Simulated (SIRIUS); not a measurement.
Runs of SIRIUS 7.12.0 on Al. The structure is cubic, space group Fm-3m (No. 225). The conventional cell has a = 4.050 Å, b = 4.050 Å, c = 4.050 Å, α = 90.00°, β = 90.00°, γ = 90.00°. Al (site symmetry m-3m) is surrounded by 12 Al at 2.86 Å. 

```csv
task,level,smearing,local orbitals (radial functions),reference energy of the basis,smallest sphere radius times basis cutoff,start of the SCF,gap on the mesh (eV),V0 of scaled cells (Å³/atom),B0 (GPa)
single point,PBE,fermi-dirac 0.2 eV,Al 12,0.25 Ha,7.81,LDA density,none,-,-
equation of state,PBE+D4,fermi-dirac 0.05 eV,-,-,-,-,-,15.86,87
equation of state,PBE,fermi-dirac 0.05 eV,-,-,-,-,-,16.51,79
equation of state,PBE+D3(BJ),fermi-dirac 0.05 eV,-,-,-,-,-,(a),87
single point,PBE,fermi-dirac 0.3 eV,Al 12,0.25 Ha,7.81,LDA density,none,-,-
equation of state,PBE+D3,fermi-dirac 0.05 eV,-,-,-,-,-,(b),84
single point,PBE,fermi-dirac 0.03 eV,Al 12,0.25 Ha,7.81,LDA density,none,-,-
single point,PBE,fermi-dirac 0.01 eV,Al 12,0.25 Ha,7.81,LDA density,none,-,-
```

Alike in all rows: potentials or basis all-electron FP-LAPW, apw+lo standard; no spin polarisation; cell as given; k mesh 11 × 11 × 11; cutoff (eV) 158.

Task: Estimate the missing entries.

Result: (a) 15.82; (b) 16.12.

A gap of «none» marks a metal or a gap under the smearing width.
